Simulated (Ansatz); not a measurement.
**Strain response of C**

Computed with DFT PBE, scalar-relativistic, plane waves, PAW in Ansatz 0.2.0. Settings: 420 eV cutoff, 14×8×4 k-mesh, Gaussian smearing of 0.10 eV, no spin polarisation.

The relaxed crystal:

```xyz
8
Lattice="2.4666 0.0000 0.0000 0.0000 4.2721 0.0000 0.0000 0.0000 8.5234" Properties=species:S:1:pos:R:3 pbc="T T T"
C     1.2333    1.7800    6.3905
C     1.2333    3.9161    2.1329
C     1.2333    2.4920    2.1329
C     1.2333    0.3560    6.3905
C     0.0000    3.9161    6.3905
C     0.0000    1.7800    2.1329
C     0.0000    0.3560    2.1329
C     0.0000    2.4920    6.3905
```

Deformation: biaxial strain in the a-b plane, with the length and tilt of c and the atoms relaxed, all within the symmetry that the strain leaves. Energies are extrapolated to zero smearing. On this cell's mesh the reference holds a stress of up to 0.24 GPa.

| strain (%) | ΔE (meV/atom) | a (Å) | b (Å) | c (Å) |
| --- | --- | --- | --- | --- |
| -3.0 | 66.3 | 2.393 | 4.144 | 8.677 |
| -2.0 | 28.6 | 2.417 | 4.187 | 8.698 |
| -1.0 | 6.9 | 2.442 | 4.229 | 8.735 |
| +0.0 | 0.0 | 2.467 | 4.272 | 8.523 |
| +1.0 | 6.6 | 2.491 | 4.315 | 8.801 |
| +2.0 | 25.9 | 2.516 | 4.358 | 8.801 |
| +3.0 | 56.9 | 2.541 | 4.400 | 8.815 |

What stiffness (1/V) d²E/dε² at zero strain does a cubic fit over all points give?

A cubic fit gives (1/V) d²E/dε² = 1955 GPa at zero strain (twice the biaxial modulus).

How does the free axis c answer a small strain?

Between the innermost points its strain is 0.38 times the applied one.

This form isn't the element's structure at ambient conditions.